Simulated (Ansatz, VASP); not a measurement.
**Be in VASP and in Ansatz**

```
CELL_PARAMETERS angstrom
2.22952 0.00000 0.00000
-1.11476 1.93082 0.00000
0.00000 0.00000 3.50833
ATOMIC_POSITIONS crystal
Be 0.33333 0.66667 0.25000
Be 0.66667 0.33333 0.75000
```

Alike in both runs: task single point; functional LDA; k mesh 16 × 16 × 9; occupations gaussian, width 0.2 eV; no spin polarisation.

|  | VASP | Ansatz |
| --- | --- | --- |
| version | VASP 6.6.1 | Ansatz 0.2.0 |
| potentials or method | VASP PAW LDA potentials, release 64 (Be) | plane waves (420 eV) with PAW, scalar-relativistic |
| plane-wave cutoff (eV) | 520 | 420 |
| valence electrons in the cell | 4 | 4 |

```csv
,VASP,Ansatz,Ansatz less VASP
pressure (GPa),0.4,0.0,-0.45
```

Ansatz warned: «pseudo_functional_mismatch».
